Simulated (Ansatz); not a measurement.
TaN:

```xyz
2
Lattice="2.7323 0.0000 0.0000 0.0000 2.7323 0.0000 0.0000 0.0000 2.7323" Properties=species:S:1:pos:R:3 pbc="T T T"
Ta    0.0000    0.0000    0.0000
N     1.3662    1.3662    1.3662
```

The cell comes from a database or a generator and needn't be the stable form of this composition.

Base run:

```yaml
Program: Ansatz 0.2.0
Functional: PBEsol
Potentials_or_basis: all-electron LAPW, scalar-relativistic
Cutoff: 304 eV (chosen from the basis error)
Basis_error_allowed: 0.001 eV/atom
k_mesh: 7 × 7 × 7
Occupations: gaussian, width 0.05 eV
Spin: collinear spin, ferromagnetic start
Starting_moments: "[0.5, 0.0] μB"
Hubbard_terms: Ta d U = 4 eV
```

Its results: band gap on the k mesh none (metal or under the smearing width); pressure 2.9 GPa; net moment 0.22 μB per cell; site moments Ta +0.19; N -0.00 μB.

**Question.** The run is repeated on the same cell with these changes: hubbard terms from Ta d U = 4 eV to Ta d U = 5 eV. What comes out?

**Answer.** Band gap on the k mesh none (metal or under the smearing width); pressure 5.1 GPa; net moment 0.22 μB per cell; site moments Ta +0.20; N -0.01 μB.

Caveats: the k mesh is thin for a metal, which can move the energy by tens of meV per atom; U is the effective U less J, on atomic orbitals that reach past the spheres.
